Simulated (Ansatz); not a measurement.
**AlRu: strong compression**

Aim: compress AlRu (NiAs type) step by step, far beyond the usual range, and follow pressure and electronic structure. The runs shown use PAW.

Computed with Ansatz 0.2.0 (DFT, PBE, PAW with Ansatz's default frozen-core files, scalar-relativistic, unless a step's input says otherwise).

**1. The starting structure**

The structure is hexagonal, space group P6_3/mmc (No. 194). Conventional cell: a = 3.647 Å, b = 3.647 Å, c = 5.653 Å, α = 90.00°, β = 90.00°, γ = 120.00°. Ru (site symmetry -3m) has 6 Al at 2.54 Å and 2 Ru at 2.83 Å as nearest neighbours. Al (site symmetry -6m2) has 6 Ru at 2.54 Å as nearest neighbours.

Structure file:

```
CELL_PARAMETERS angstrom
3.64707 0.00000 0.00000
-1.82354 3.15846 0.00000
0.00000 0.00000 5.65296
ATOMIC_POSITIONS crystal
Ru 0.00000 0.00000 0.00000
Ru 0.00000 0.00000 0.50000
Al 0.33333 0.66667 0.25000
Al 0.66667 0.33333 0.75000
```

Whether this phase is the stable one at these pressures isn't tested.

Atoms are numbered in the order of the input: Ru1, Ru2, Al3, Al4.

**2. Cell relaxed at zero pressure, PAW**

input.yaml

```yaml
crystal:
  lattice:
    - [3.6470721612, 0.0, 0.0]
    - [-1.8235360806, 3.158457141, 0.0]
    - [0.0, 0.0, 5.6529618498]
  atoms:
    - { symbol: Ru, position: [0.0, 0.0, 0.0] }
    - { symbol: Ru, position: [0.0, 0.0, 0.5] }
    - { symbol: Al, position: [0.3333333333, 0.6666666667, 0.25] }
    - { symbol: Al, position: [0.6666666667, 0.3333333333, 0.75] }
kpoints:
  mp_grid: { grid: [11, 11, 6] }
scf:
  occupations: { method: fermi_dirac, width: 0.08 }
hamiltonian:
  xc: pbe
  pseudopotentials: { kind: paw }
output:
  forces: true
  stress: true
relax:
  f_tol: 0.005
  max_steps: 40
  cell: {}
```

Started as:

```sh
$ ansatz run input.yaml --threads 1 --pin off --max-ram 3072MiB --backend cpu --events-out ev --progress --plain --runs-dir out
```

Further steps of the session: Volume scaled by 1, PAW; Shape and atoms relaxed at 0.94 of the volume, PAW; Volume scaled by 0.94, PAW; Shape and atoms relaxed at 0.88 of the volume, PAW; Volume scaled by 0.88, PAW; Shape and atoms relaxed at 0.8 of the volume, PAW; Volume scaled by 0.8, PAW; Volume scaled by 0.8, PAW (cutoff 250 eV); Shape and atoms relaxed at 0.72 of the volume, PAW; Volume scaled by 0.72, PAW; Shape and atoms relaxed at 0.64 of the volume, PAW; Volume scaled by 0.64, PAW; Shape and atoms relaxed at 0.55 of the volume, PAW; Volume scaled by 0.55, PAW; Volume scaled by 0.55, PAW (partial_waves polarizable).

Before running it: what results should come out? Wanted: PAW pressure at 0.55 of the volume; PAW; fitted bulk modulus at zero pressure.

As calculated:

| quantity | value |
| --- | --- |
| PAW pressure at 0.55 of the volume | 406.4 GPa |
| PAW (partial_waves polarizable) pressure at 0.55 of the volume | 406.4 GPa |
| fitted bulk modulus at zero pressure (PAW) | 197 GPa |
| its pressure derivative | 4.12 |

What this shows: By PAW the pressure climbs to 406 GPa at 0.55 of the first volume. A third-order Birch-Murnaghan curve fits the range only roughly (B₀ = 197 GPa, B′ = 4.12, misfit at most 1.69 GPa). A fit over so wide a range leans to the high pressures, so B₀ can be off by several per cent. No all-electron run checks these rows here, and frozen cores can fail under such compression. The ions are at rest, and the electrons smeared by 0.08 eV.
